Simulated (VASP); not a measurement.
Wanted: the native input for a VASP 6.6.1 run.

```yaml
Task: electron localisation function
Functional: vdW-DF-cx
Potentials_or_basis: VASP PAW PBE potentials, release 64 (Pt)
Cutoff: 500 eV
k_mesh: 12 × 12 × 12
Occupations: methfessel-paxton, width 0.2 eV
Spin: no spin polarisation
Further_INCAR_settings: ALGO = Fast; EDIFF = 1e-06
```

The structure of Pt lies in POSCAR:

```
Pt
2.7731
    0.000000000000      0.707114781292      0.707114781292
    0.707114781292      0.000000000000      0.707114781292
    0.707114781292      0.707114781292      0.000000000000
Pt
1
Direct
    0.0000000000      0.0000000000      0.0000000000
```

The input as run:

INCAR

```
  AGGAC = 0.0
  ALGO = Fast
  EDIFF = 1E-6
  ENCUT = 500
  GGA = CX
  ISIF = 2
  ISMEAR = 1
  LASPH = T
  LCHARG = T
  LELF = T
  LREAL = F
  LUSE_VDW = T
  LWAVE = F
  NELM = 100
  PREC = Accurate
  SIGMA = 0.2
```

KPOINTS

```
k-points
0
Gamma
  12 12 12
```

Potentials or basis: VASP PAW PBE potentials, release 64 (Pt).

Command:

```bash
$ cat potpaw_PBE.64/Pt/POTCAR > POTCAR
$ mpirun -np 1 vasp_std > vasp.out
```

It gave:

```
Pressure               : 1.8 GPa
Band gap on the k mesh : none (metal or under the smearing width)
```

Caveat: the PAW data sets were made with another functional, which shifts forces and pressure a little.

Wall time 10 s on 1 thread of Intel(R) Xeon(R) 6975P-C (Granite Rapids), on a shared host, peak memory 0.23 GiB.
